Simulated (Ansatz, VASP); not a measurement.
## CdTe in two plane-wave programs

Wanted: the spread between two codes on one cell, functional and k mesh.

Main program and level: Ansatz 0.2.0; plane waves, with VASP 6.6.1 beside it; band structure at HSE03 and band structure at r2SCANh with an exact-exchange share of 0.1.

## (1) Starting point

It takes space group F-43m (No. 216, cubic). The conventional cell has a = 6.480 Å, b = 6.480 Å, c = 6.480 Å, α = 90.00°, β = 90.00°, γ = 90.00°. Cd has 4 Te at 2.81 Å nearest. Nearest to Te lie 4 Cd at 2.81 Å. Farther neighbours and most contacts between anions are not listed.

Coordinates:

```
Cd Te
1.0
     0.00000    3.24000    3.24000
     3.24000    0.00000    3.24000
     3.24000    3.24000    0.00000
Cd Te
1 1
Cartesian
  0.0000 0.0000 0.0000
  1.6200 1.6200 1.6200
```

## (2) VASP: band structure, HSE03

Levels along a path test the potential and the projectors away from the mesh points.

Lines of VASP's logs that name or quote its potential files are left out, and so is its time.

The run reads the wave functions of an earlier VASP run, which isn't shown here.

INCAR reads:

```
SYSTEM = CdTe
PREC = Accurate
ENCUT = 400
EDIFF = 1E-06
NELM = 100
ISMEAR = 0
SIGMA = 0.02
LREAL = .FALSE.
ALGO = Normal
LHFCALC = .TRUE.
AEXX = 0.25
GGA = PE
HFSCREEN = 0.3
LASPH = .TRUE.
NBANDS = 15
PRECFOCK = Fast
LORBIT = 11
LWAVE = .FALSE.
LCHARG = .FALSE.
KPAR = 4
```

POSCAR reads:

```
CdTe
1.0
    0.0000000000      3.2400000000      3.2400000000
    3.2400000000      0.0000000000      3.2400000000
    3.2400000000      3.2400000000      0.0000000000
Cd Te
1 1
Direct
    0.0000000000      0.0000000000      0.0000000000
    0.2500000000      0.2500000000      0.2500000000
```

KPOINTS reads:

```
Automatic mesh
0
Gamma
4 4 4
0 0 0
```

KPOINTS_OPT reads:

```
Line mode
6
Line-mode
Reciprocal
  0.00000000   0.00000000   0.00000000 GAMMA
  0.50000000   0.00000000   0.50000000 X

  0.50000000   0.00000000   0.50000000 X
  0.50000000   0.25000000   0.75000000 W

  0.50000000   0.25000000   0.75000000 W
  0.37500000   0.37500000   0.75000000 K

  0.37500000   0.37500000   0.75000000 K
  0.00000000   0.00000000   0.00000000 GAMMA

  0.00000000   0.00000000   0.00000000 GAMMA
  0.50000000   0.50000000   0.50000000 L

  0.50000000   0.50000000   0.50000000 L
  0.62500000   0.25000000   0.62500000 U

  0.62500000   0.25000000   0.62500000 U
  0.50000000   0.25000000   0.75000000 W

  0.50000000   0.25000000   0.75000000 W
  0.50000000   0.50000000   0.50000000 L

  0.50000000   0.50000000   0.50000000 L
  0.37500000   0.37500000   0.75000000 K

  0.62500000   0.25000000   0.62500000 U
  0.50000000   0.00000000   0.50000000 X
```

The projector-augmented-wave data sets are Cd and Te (PBE family, release 64).

The run is started by

```
$ mpirun -np 4 vasp_std
```

Numbers of over 12 decimals in the logs are rounded to 6 here.

The program printed:

```text
[banner, memory and clock lines left out]
running    4 mpi-ranks, on    1 nodes
 distrk:  each k-point on    1 cores,    4 groups
 distr:  one band on    1 cores,    1 groups

 POSCAR found type information on POSCAR CdTe
 POSCAR found :  2 types and       2 ions
 LDA part: xc-table for (Slater+PW92), standard interpolation
 found WAVECAR, reading the header
 POSCAR, INCAR and KPOINTS ok, starting setup
 FFT: planning ... GRIDC
 FFT: planning ... GRID_SOFT
 FFT: planning ... GRID
 reading WAVECAR
 the WAVECAR file was read successfully
 initial charge from wavefunction
 entering main loop
       N       E                     dE             d eps       ncg     rms          rms(c)
DAV:   1    -0.576691430844E+01   -0.57669E+01   -0.10615E+00   240   0.795E+00    0.906E+00
DAV:   2    -0.577045588094E+01   -0.35416E-02   -0.46994E-02   268   0.259E+00    0.579E+00
DAV:   3    -0.576949988921E+01    0.95599E-03   -0.34945E-03   338   0.684E-01    0.353E+00
DAV:   4    -0.576922964228E+01    0.27025E-03   -0.27254E-04   297   0.159E-01    0.210E+00
DAV:   5    -0.576914800113E+01    0.81641E-04   -0.53339E-05   268   0.572E-02    0.124E+00
DAV:   6    -0.576912754795E+01    0.20453E-04   -0.12764E-05   268   0.286E-02    0.739E-01
DAV:   7    -0.576912150510E+01    0.60428E-05   -0.21332E-06   237   0.132E-02    0.438E-01
DAV:   8    -0.576912052817E+01    0.97694E-06   -0.67686E-07   183   0.741E-03
   1 F= -.57691205E+01 E0= -.57691205E+01  d E =-.437367E-17
 Start KPOINTS_OPT (optional k-point list driver)
k-point batch [1-8\60]
       N       E                     dE             ncg
DAV:   1     0.187848560095E+03   -0.23532E+04      240
DAV:   2    -0.695662272001E+03   -0.88351E+03      261
DAV:   3    -0.737041480114E+03   -0.41379E+02      317
DAV:   4    -0.737695873913E+03   -0.65439E+00      367
DAV:   5    -0.737700121015E+03   -0.42471E-02      310
DAV:   6    -0.737700152669E+03   -0.31654E-04      345
DAV:   7    -0.737700153273E+03   -0.60364E-06      240
[...]
k-point batch [57-60\60]
       N       E                     dE             ncg
DAV:   1     0.208793729120E+04   -0.20364E+04      120
DAV:   2     0.163487913029E+04   -0.45306E+03      127
DAV:   3     0.161328588774E+04   -0.21593E+02      148
DAV:   4     0.161295100716E+04   -0.33488E+00      187
DAV:   5     0.161294892235E+04   -0.20848E-02      141
DAV:   6     0.161294890920E+04   -0.13145E-04      187
DAV:   7     0.161294890906E+04   -0.14319E-06      116
```

From OUTCAR (step 2):

```text
ion  position               nearest neighbor table
   1  0.000  0.000  0.000-   2 2.81   2 2.81   2 2.81   2 2.81
   2  0.250  0.250  0.250-   1 2.81   1 2.81   1 2.81   1 2.81

  LATTYP: Found a face centered cubic cell.
 ALAT       =     6.4800000000

 Subroutine GETGRP returns: Found 24 space group operations
 (whereof 24 operations were pure point group operations)

The static configuration has the point symmetry T_d .

 Found      8 irreducible k-points:

   k-points           NKPTS =      8   k-points in BZ     NKDIM =     64   number of bands    NBANDS=     15

   dimension x,y,z NGX =    30 NGY =   30 NGZ =   30
   dimension x,y,z NGXF=    60 NGYF=   60 NGZF=   60

   ENCUT  =  400.0 eV  29.40 Ry    5.42 a.u.   7.47  7.47  7.47*2*pi/ulx,y,z

   NELECT =      18.0000    total number of electrons

 k-points in reciprocal lattice and weights: Automatic mesh
   0.00000000  0.00000000  0.00000000       0.016
   0.25000000  0.00000000  0.00000000       0.125
   0.50000000  0.00000000  0.00000000       0.062
   0.25000000  0.25000000  0.00000000       0.094
   0.50000000  0.25000000  0.00000000       0.375
  -0.25000000  0.25000000  0.00000000       0.188
   0.50000000  0.50000000  0.00000000       0.047
  -0.25000000  0.50000000  0.25000000       0.094

  exchange ACFDT corr.  =         0.00000000  see jH, gK, PRB 81, 115126

 average (electrostatic) potential at core
       1 -32.8247       2 -87.6425

 E-fermi :   2.0683

 k-point     1 :       0.0000    0.0000    0.0000
  band No.  band energies     occupation
    ...
      5      -7.2987      2.00000
      6      -7.2987      2.00000
      7       1.9544      2.00000
      8       1.9544      2.00000
      9       1.9544      2.00000
     10       3.3456      0.00000
     11       7.2278      0.00000
     12       7.2278      0.00000
     13       7.2278      0.00000
     14      10.2518      0.00000
    ...

 k-point     2 :       0.2500    0.0000    0.0000
  band No.  band energies     occupation
    ...
      5      -7.2989      2.00000
      6      -7.2989      2.00000
      7      -0.8719      2.00000
      8       1.5048      2.00000
      9       1.5048      2.00000
     10       4.5756      0.00000
     11       7.8021      0.00000
     12       7.8021      0.00000
     13       8.0112      0.00000
     14      10.9960      0.00000
    ...

 k-point     3 :       0.5000    0.0000    0.0000
  band No.  band energies     occupation
    ...
      5      -7.2903      2.00000
      6      -6.8483      2.00000
      7      -2.7105      2.00000
      8       1.1373      2.00000
      9       1.1373      2.00000
     10       4.3946      0.00000
     11       7.8064      0.00000
     12       7.8064      0.00000
     13       9.7290      0.00000
     14      11.4901      0.00000
    ...

  energy-cutoff  :      400.00
  volume of cell :       68.02
      direct lattice vectors                 reciprocal lattice vectors
     0.000000000  3.240000000  3.240000000    -0.154320988  0.154320988  0.154320988
     3.240000000  0.000000000  3.240000000     0.154320988 -0.154320988  0.154320988
     3.240000000  3.240000000  0.000000000     0.154320988  0.154320988 -0.154320988

 POSITION                                       TOTAL-FORCE (eV/Angst)
 -----------------------------------------------------------------------------------
      0.00000      0.00000      0.00000        -0.000000      0.000000      0.000000
      1.62000      1.62000      1.62000         0.000000     -0.000000     -0.000000
 -----------------------------------------------------------------------------------
    total drift:                               -0.000031     -0.000016     -0.000022

  FREE ENERGIE OF THE ION-ELECTRON SYSTEM (eV)
  ---------------------------------------------------
  free  energy   TOTEN  =        -5.7691205282 eV

  energy  without entropy=       -5.7691205282  energy(sigma->0) =       -5.76912053

 total charge
# of ion       s       p       d       tot
------------------------------------------
    1        0.440   0.315   9.571  10.326
    2        1.308   2.231   0.020   3.558
--------------------------------------------------
tot          1.748   2.545   9.591  13.885

[... 3 further parts left out ...]
```

The k-mesh is coarse for exact exchange; levels may shift by about 0.1 eV on a finer one. Spin-orbit coupling is off here; with elements this heavy it splits and shifts levels by tenths of an eV or more. The PAW data sets were made with PBE, which is usual practice but a small mismatch for other functionals.

## (3) Ansatz: band structure, HSE03

Ansatz runs on its default PAW (the set named soft_2) files.

The same cell, functional, mesh and smearing now go to Ansatz, which takes its cutoff from its data sets.

input.yaml reads:

```yaml
crystal:
  lattice:
    - [0.0, 3.24, 3.24]
    - [3.24, 0.0, 3.24]
    - [3.24, 3.24, 0.0]
  atoms:
    - { symbol: Cd, position: [0.0, 0.0, 0.0] }
    - { symbol: Te, position: [0.25, 0.25, 0.25] }
hamiltonian:
  xc: { exchange: pbe, correlation: pbe, exx: { coeff: 0.25, omega: 0.3 } }
  pseudopotentials: { kind: paw }
kpoints:
  mp_grid: { grid: [4, 4, 4] }
  band_path:
    path:
      - [0.0, 0.0, 0.0]
      - [0.5, 0.0, 0.5]
      - [0.5, 0.2, 0.7]
      - [0.4, 0.35, 0.75]
      - [0.15, 0.15, 0.3]
      - [0.2, 0.2, 0.2]
      - [0.55, 0.4, 0.55]
      - [0.6, 0.25, 0.65]
      - [0.5, 0.25, 0.75]
      - [0.5, 0.5, 0.5]
      - [0.375, 0.375, 0.75]
      - [0.5, 0.0, 0.5]
    npoints: 1
scf:
  occupations: { method: gaussian, width: 0.02 }
  n_extra_bands: 7
output:
  forces: true
  stress: true
  eigenvalues: true
  write_density: true
  write_potential: true
  elf: true
  volumetric_format: npy
```

The run is started by

```
$ ansatz run input.yaml --threads 4 --pin off --max-ram 9216MiB --backend cpu --events-out ev --progress --plain --runs-dir out
```

The program printed:

```text
Warning: output.stress: scf.convergence.dr2_threshold = 1e-7 eV (the SCF's general default) is looser than the 2e-10 eV advised for a printed stress (1e-10 eV for each atom of the cell: 2). What an SCF threshold leaves in a stress goes as its square root, and in the free energy as the threshold itself, and one threshold admits the most on a small cell: [figures from the program's tests cut] Set scf.convergence.dr2_threshold to 2e-10 eV or tighter. The threshold is an SCF's pass mark: one that does not reach it within its budget of iterations ends unconverged, or closes short of it on a stop that the run arms, and scf.convergence.dr2_threshold's page says what that costs each kind of run
Warning: output.stress: scf.exx.energy_threshold = 1e-6 eV is looser than the 2e-8 eV advised for a stress under a hybrid functional (1e-8 eV for each atom of the cell: 2). Every SCF of the exchange loop can meet its threshold on dr2 while the loop round them stops early: no threshold on dr2 bounds what that leaves in the stress. Set scf.exx.energy_threshold to 2e-8 eV or tighter. The threshold is the loop's pass mark: a loop that does not reach it within its budget of cycles ends unconverged, and scf.exx.energy_threshold's page has the law
scf.n_extra_bands = 7 over 18 filled bands (N_el = 36.0): the run solves 25 bands
Engine: ansatz 0.2.0, aarch64-unknown-linux-gnu
Pseudopotentials: kind: paw
Pseudopotential: Cd, paw, valence charge 20, recommended cutoff 420 eV (normal), Cd.paw.azcp
Pseudopotential: Te, paw, valence charge 16, recommended cutoff 420 eV (normal), Te.paw.azcp
Functional definition: unnamed
  parameter a_1 = 0.25
  parameter omega_1 = 0.3/angstrom
  exchange = pbe_x + (-a_1)*pbe_x_sr(omega_1) + a_1*exact_x_sr(omega_1)
  correlation = pbe_c
Crystal: 2 atoms, lattice volume = 68.024 Å³
Basis set: ecut = 420 eV, 1363 PW (Γ), exchange–correlation on 64×64×64 points (8 copies of the dense FFT grid, shifted against one another)
Bands: 25, of which v1, the nominal top of the filled ones, is band 18 counted from 1 (17 counted from 0)
Symmetry: 24 space group operations
Space group: F-43m (ITA 216), of the structure as read, at distance tolerance 4.1e-5 Å
k-points: 8 of 64 (time reversal used)
Non-local potential: Cd, projectors of the file, l = 0: 3, l = 1: 2, l = 2: 2, l = 3: 1
Non-local potential: Te, projectors of the file, l = 0: 2, l = 1: 2, l = 2: 2, l = 3: 2
PAW form: soft (Blöchl's): semilocal exchange-correlation on the pseudo side does not see the compensation charge
PAW frozen core: Cd, regenerated for the run's functional, and the local potential with it (the file was generated under x = pbe(κ = 0.804, μ = 0.219515), c = pbe(β = 0.066725))
PAW frozen core: Te, regenerated for the run's functional, and the local potential with it (the file was generated under x = pbe(κ = 0.804, μ = 0.219515), c = pbe(β = 0.066725))
PAW one-centre angular grid: Cd, 590 points (default); XC on 64 Gauss nodes
PAW one-centre angular grid: Te, 590 points (default); XC on 64 Gauss nodes
Initial density: superposition of atomic densities (neutral atoms: chi_scale 0, normalization atom), corrected by the library's trained network
Initial wavefunctions: pseudopotential atomic-orbital guess
Functional: x = pbe(κ = 0.804, μ = 0.219515), c = pbe(β = 0.066725), warm-up for x = pbe(κ = 0.804, μ = 0.219515) + 0.25 (exact − pbe) at short range (hse, ω = 0.3 Å⁻¹), c = pbe(β = 0.066725)
SCF iter   1: F=—  HF=-15235.242741 eV  |F-HF|=—  |Δ(HF+E_count)|=         —  Δρ=8.54e-4  dr2=7.15e-4  ethr=1.77e-3  ⟨swp⟩=11.8  Hψ=965  notcnv=0
preconditioner: auto → none  [insulator: Δε(μ)=0.753 eV  Ē_g=13.427 eV  σ=0.020 eV  W_gap=1.00  n_scr=14 (ndim 8)  ℏωp=19.1 eV  f_vac=0.191  D(μ)=0.00/eV (n_scr^D=0)]
iter 2 solved again at ethr=3.57e-8 eV; its pass at ethr=1.99e-6 eV (dr2=1.29e-5 eV) is discarded
SCF iter   2: F=-15235.242924 eV  HF=-15235.242858 eV  |F-HF|=6.55e-5  |Δ(HF+E_count)|=   1.17e-4  Δρ=1.69e-4  dr2=1.30e-5  ethr=3.57e-8  ⟨swp⟩=3.2  Hψ=979  notcnv=0  defer=2
SCF 1 stopped early in 2 iterations: F = -15235.242924 eV  dr2 = 1.30e-5
  greatest PAW one-centre occupation: 1.000 electrons in one spin orbital (limit 2), on the Cd atom at site 0 (counted from 0), in its partial waves of l = 0
Initial density: handed on by an earlier stage of this run
Initial wavefunctions: those handed on with the density
Functional: x = pbe(κ = 0.804, μ = 0.219515) + 0.25 (exact − pbe) at short range (hse, ω = 0.3 Å⁻¹), c = pbe(β = 0.066725)
Exchange kernel: α = 0.2500, screened, ω = 0.3000 Å⁻¹, Wigner–Seitz truncation, v(0) = 502.6122 eV·Å³, q-mesh 4×4×4, nearest image of the exchange supercell L = 18.33 Å, pair-density grid 18×18×18, without the augmentation charges, whose exchange is taken in its separable form by FFT convolution over the k-point mesh (sized by the pseudopotential files, 27×27×27 at the most), smooth part of the exact exchange by density-matrix convolution
Frozen-core exchange: fock
SCF iter   1: F=—  HF=-15243.510777 eV  |F-HF|=—  |Δ(HF+E_count)|=         —  Δρ=5.61e-3  dr2=1.63e-2  ethr=3.61e-7  ⟨swp⟩=7.8  Hψ=967  notcnv=0
preconditioner: auto → none  [insulator: Δε(μ)=1.438 eV  Ē_g=15.064 eV  σ=0.020 eV  W_gap=1.00  n_scr=14 (ndim 8)  ℏωp=19.1 eV  f_vac=0.191  D(μ)=0.00/eV (n_scr^D=0)]
SCF iter   2: F=—  HF=-15243.506594 eV  |F-HF|=—  |Δ(HF+E_count)|=   4.18e-3  Δρ=2.00e-3  dr2=1.54e-3  ethr=3.61e-7  ⟨swp⟩=4.0  Hψ=643  notcnv=0
SCF iter   3: F=—  HF=-15243.511862 eV  |F-HF|=—  |Δ(HF+E_count)|=   5.27e-3  Δρ=1.34e-3  dr2=6.96e-4  ethr=3.61e-7  ⟨swp⟩=4.0  Hψ=618  notcnv=0
SCF iter   4: F=—  HF=-15243.511767 eV  |F-HF|=—  |Δ(HF+E_count)|=   9.56e-5  Δρ=4.18e-4  dr2=8.07e-5  ethr=3.61e-7  ⟨swp⟩=3.0  Hψ=410  notcnv=0
SCF iter   5: F=—  HF=-15243.511763 eV  |F-HF|=—  |Δ(HF+E_count)|=   3.37e-6  Δρ=4.06e-5  dr2=8.34e-6  ethr=1.61e-7  ⟨swp⟩=2.0  Hψ=344  notcnv=0
SCF iter   6: F=-15243.511840 eV  HF=-15243.511844 eV  |F-HF|=3.49e-6  |Δ(HF+E_count)|=   8.01e-5  Δρ=1.04e-4  dr2=4.76e-6  ethr=3.19e-9  ⟨swp⟩=4.2  Hψ=643  notcnv=0  defer=1
SCF 2 stopped early in 6 iterations: F = -15243.511840 eV  dr2 = 4.76e-6
hybrid outer 1: dexx = +6.176e-3 eV, tail = 7.02e-5 eV
Exchange kernel: α = 0.2500, screened, ω = 0.3000 Å⁻¹, Wigner–Seitz truncation, v(0) = 502.6122 eV·Å³, q-mesh 4×4×4, nearest image of the exchange supercell L = 18.33 Å, pair-density grid 18×18×18, without the augmentation charges, whose exchange is taken in its separable form by FFT convolution over the k-point mesh (sized by the pseudopotential files, 27×27×27 at the most), smooth part of the exact exchange by density-matrix convolution
Frozen-core exchange: fock
SCF iter   1: F=—  HF=-15243.511967 eV  |F-HF|=—  |Δ(HF+E_count)|=         —  Δρ=3.49e-5  dr2=6.52e-7  ethr=9.75e-7  ⟨swp⟩=3.9  Hψ=418  notcnv=0
preconditioner: auto → none  [insulator: Δε(μ)=1.481 eV  Ē_g=14.997 eV  σ=0.020 eV  W_gap=1.00  n_scr=14 (ndim 8)  ℏωp=19.1 eV  f_vac=0.193  D(μ)=0.00/eV (n_scr^D=0)]
SCF iter   2: F=—  HF=-15243.511967 eV  |F-HF|=—  |Δ(HF+E_count)|=   3.47e-7  Δρ=1.44e-5  dr2=9.76e-8  ethr=1.74e-9  ⟨swp⟩=4.1  Hψ=544  notcnv=0  defer=1
SCF iter   3: F=-15243.511967 eV  HF=-15243.511967 eV  |F-HF|=1.09e-9  |Δ(HF+E_count)|=   2.03e-8  Δρ=5.63e-6  dr2=9.66e-9  ethr=2.37e-10  ⟨swp⟩=3.2  Hψ=422  notcnv=0  defer=1
SCF 3 converged in 3 iterations: F = -15243.511967 eV  dr2 = 9.66e-9
  Residual-converged pass: ⟨swp⟩=3.2  Hψ=423  notcnv=0  max |occ|·‖R‖ = 2.4e-6 eV (tolerance 2.4e-6 eV)  dr2=9.42e-9  dr2_onsite=4.76e-10  max |Δocc| = 0.0e0
hybrid outer 2: dexx = +2.837e-7 eV, tail = 3.70e-8 eV, Δε = 5.28e-3 eV (about 2.20e-4 eV left of the loop's levels)
NSCF: frozen V_eff on 12 k-points
hybrid SCF converged: 2 outer / 9 inner (+2 warm-up), last move |dexx| = 2.84e-7 eV, tail = 3.70e-8 eV
Stability not checked: this state was not tested for a lower state beside it, because the functional holds exact exchange (a hybrid, or Hartree-Fock), whose exchange loop this test does not read (fock_operator; see scf.lower_state_search)
Free energy (F): -15243.511967 eV
Frozen-core exchange: fock
Harris-Foulkes:  -15243.511967 eV  (|F-HF|=1.09e-9)
Internal energy: -15243.511967 eV  (E = F + TS)
E sigma→0 (E₀):  -15243.511967 eV
Fermi energy:    7.831421 eV
--- Per-component energies (eV) ---
  E_band       = -872.577836
  E_kinetic    = 686.679273
  E_local      = -5421.684935  (includes V_loc(G=0)·N_el)
  E_nonlocal   = -277.326782
  E_hartree    = 2738.336081
  E_xc         = -245.060647
  E_vxc        = -262.687515  (∫ρ·V_xc dr)
  E_exx        = -127.227431  (= α·E_x^exact, valence–valence)
  E_paw        = -8684.415331  (= ΣΔE_a)
  E_vpaw       = -819.773900  (= ΣTr[D̂ρ^β])
  E_aug_tail   = -0.000153  (compensation charges beyond the density's cutoff)
  E_ewald      = -3912.024287
  E_core_change = -0.787753  (= ΣΔE_core)
  E_smearing   = -0.000000  (= −TS)
  E_closure    = -0.000003  (closes the sum)
  Σ components = -15243.511967   (vs F -15243.511967, Δ=0.00e0)
--- Forces (eV/Å), atoms counted from 1 ---
  atom   1  Cd     0.00000000     0.00000000     0.00000000
  atom   2  Te    -0.00000000     0.00000000     0.00000000
  max |Σ_I F_I| component: 1.35e-16 eV/Å
--- Stress (GPa, compression-positive) ---
        2.008699       0.000000      -0.000000
       -0.000000       2.008699       0.000000
       -0.000000       0.000000       2.008699
  P = ⅓ Tr σ = 2.0087 GPa (20.087 kbar)
--- Band table (eV; the first three rows and the last of 8) ---
  k-point 0: bands = [... 14 lower, -2.2052, 7.0909, 7.0909, 7.0909, 8.5717, 12.3651, 12.3651, 12.3651, ... 3 higher]
  k-point 1: bands = [... 14 lower, -2.2057, 4.2800, 6.6421, 6.6421, 9.7596, 12.9403, 12.9403, 13.1456, ... 3 higher]
  k-point 2: bands = [... 14 lower, -1.7447, 2.4330, 6.2751, 6.2751, 9.5688, 12.9478, 12.9478, 14.8232, ... 3 higher]
  k-point 7: bands = [... 14 lower, -1.4738, 2.7166, 4.6279, 4.7933, 12.1362, 12.3286, 13.3999, 14.0301, ... 3 higher]
```

The job ended after 43 s (4 threads of Arm Neoverse N1, shared host; peak memory 0.88 GiB; 2.6 min of CPU time).

In the SCF lines HF is the Harris–Foulkes energy and dr2 the Hartree energy of the density residual, in eV; the loop may stop once dr2 is under the threshold and the program's other checks hold. Hψ counts applications of the Hamiltonian.

(Continued in part 2 of 2.)

[Lines on the potential files, build, host, timing and source positions are cut from VASP's logs without a mark.]

[Logs are printed without paths, hosts, clocks, repeated set-up lines and the standing remarks that a program may print on its own settings, such as how far it seeks lower states.]

[Hosts, paths, dates, database ids (printed as entryN), source tags and the programs' standing remarks are cut or masked in the printed files.]
